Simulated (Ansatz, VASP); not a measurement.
# One calculation of Ca, two programs

INCAR

```
SYSTEM = Ca
  PREC = Accurate
  ENCUT = 520
  EDIFF = 1E-6
  ISMEAR = 0
  SIGMA = 0.1
  LREAL = .FALSE.
  LASPH = .TRUE.
  NELM = 100
  ALGO = Normal
  ISIF = 2
  LWAVE = .FALSE.
  LCHARG = .TRUE.
  GGA = PE
  LELF = .TRUE.
  LVHAR = .TRUE.
  NBANDS = 11
```

File KPOINTS:

```
regular mesh
0
G
  14 14 14
  0 0 0
```

POSCAR

```
Ca
1.0
   -2.3409349309      2.3409349309      2.3857305769
    2.1915991238     -2.1915991238      2.0858227100
    2.0763103425      1.9269745354     -2.2357766435
Ca
1
Direct
    0.5000000000      0.5000000000      0.0000000000
```

Input for Ansatz:

```yaml
crystal:
  lattice:
    - [-2.3409349309, 2.3409349309, 2.3857305769]
    - [2.1915991238, -2.1915991238, 2.08582271]
    - [2.0763103425, 1.9269745354, -2.2357766435]
  atoms:
    - { symbol: Ca, position: [0.5, 0.5, 0.0] }
basis:
  ecutwfc: 420
kpoints:
  mp_grid: { grid: [14, 14, 14] }
hamiltonian:
  xc: pbe
scf:
  occupations: { method: gaussian, width: 0.1 }
output:
  forces: true
  stress: true
  eigenvalues: true
  populations: true
```

Alike in both runs: task single point; functional PBE; k mesh 14 × 14 × 14; occupations gaussian, width 0.1 eV; no spin polarisation.

|  | VASP | Ansatz |
| --- | --- | --- |
| version | VASP 6.6.1 | Ansatz 0.2.0 |
| potentials or method | VASP PAW PBE potentials, release 64 (Ca_sv) | scalar-relativistic, plane waves, PAW |
| plane-wave cutoff (eV) | 520 | 420 |
| valence electrons in the cell | 10 | 10 |

```tsv
	VASP	Ansatz	Ansatz less VASP
gap on the k mesh at the Fermi level (eV)	none	none	-
pressure (GPa)	0.8	0.8	-0.01
largest component of the traceless stress (GPa)	1.60	1.60	-0.001
```

A gap of «none» marks a metal or a gap that the smearing closes. The functional is the same, so the differences come from potentials, cutoffs and numerics.
